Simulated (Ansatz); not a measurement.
Orbital-resolved density of states of LiBr

```
CELL_PARAMETERS angstrom
0.00000 2.75479 2.75479
2.75479 0.00000 2.75479
2.75479 2.75479 0.00000
ATOMIC_POSITIONS crystal
Li 0.00000 0.00000 0.00000
Br 0.50000 0.50000 0.50000
```

Atoms are numbered in the order listed.

The cell was built from the rocksalt type and relaxed in the same program, and has space group Fm-3m; it needn't be a known or the stable phase.

All numbers below come from DFT, PBE, all-electron LAPW, scalar-relativistic in Ansatz 0.2.0.

Settings: a Γ-centred 12×12×12 k mesh, Fermi–Dirac smearing of 0.08 eV, basis error target 1 meV/atom, no spin polarisation.

States per eV for one atom of each kind, in 0.4 eV bins named by their centres, from the valence-band top, projected on a minimal set of Löwdin-orthogonalised atomic shells; orbitals are real harmonics on the Cartesian axes, equal curves share a column, and empty bins are left out, as is all above 7.8 eV, near the top of the computed bands.

Br2 4p:

```
# E all pz=px=py
-2.9 0.35 0.12
-2.5 2.62 0.87
-2.1 1.04 0.35
-1.7 1.41 0.47
-1.3 1.66 0.55
-0.9 2.97 0.99
-0.5 3.08 1.03
-0.1 1.12 0.37
5.5 0.01 0.00
5.9 0.03 0.01
6.3 0.05 0.02
6.7 0.07 0.02
7.1 0.06 0.02
7.5 0.02 0.01
```

Li1 2s:

```
# E all
-2.9 0.04
-2.5 0.24
-2.1 0.11
-1.7 0.06
-1.3 0.03
-0.9 0.04
-0.5 0.01
5.1 0.02
5.5 0.05
5.9 0.15
6.3 0.35
6.7 0.71
7.1 0.52
7.5 0.17
```
